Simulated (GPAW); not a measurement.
A run of GPAW 26.7.0 is set up as follows.

File run.py:

```python
from ase.dft.bandgap import bandgap
from ase.io import read, write
from ase.units import GPa
from gpaw import GPAW, PW

atoms = read('HfO2.xyz')

calc = GPAW(mode=PW(800),
            xc='PBE',
            kpts={'size': (9, 9, 9), 'gamma': True},
            occupations={'name': 'methfessel-paxton', 'order': 0, 'width': 0.028999999999999998},
            nbands=24,
            convergence={'density': 1e-05, 'energy': 1e-05},
            maxiter=150,
            txt='gpaw.txt')
atoms.calc = calc
energy = atoms.get_potential_energy()
forces = atoms.get_forces()
stress = atoms.get_stress()
calc.write('gs.gpw')
write('result.traj', atoms)
print(f'Energy: {energy:.6f} eV')
print('Forces (eV/A):')
print(forces.round(4))
print('Stress (GPa):', (stress / GPa).round(3))
print('Fermi level:', round(calc.get_fermi_level(), 4), 'eV')
print(f'Gap: {bandgap(calc)[0]:.4f} eV, direct: {bandgap(calc, direct=True)[0]:.4f} eV')
```

Contents of HfO2.xyz:

```xyz
3
Lattice="0.0000000000 2.5575000000 2.5575000000 2.5575000000 0.0000000000 2.5575000000 2.5575000000 2.5575000000 0.0000000000" Properties=species:S:1:pos:R:3 pbc="T T T"
Hf     0.0000000000      0.0000000000      0.0000000000
O      3.8362500000      3.8362500000      3.8362500000
O      1.2787500000      1.2787500000      1.2787500000
```

Potentials or basis: GPAW PAW data sets (gpaw-data 1.2.1), pw.

The run is started by

```bash
$ OMP_NUM_THREADS=1 python run.py
```

Predict the band gap on the k mesh.

3.84 eV, indirect (least direct gap 3.95 eV).

Estimate the pressure.

-2.8 GPa.

Caveat: spin-orbit coupling is left out, which moves the levels of the heavy elements; an odd mesh through Γ misses points on the zone boundary, where band edges often lie.
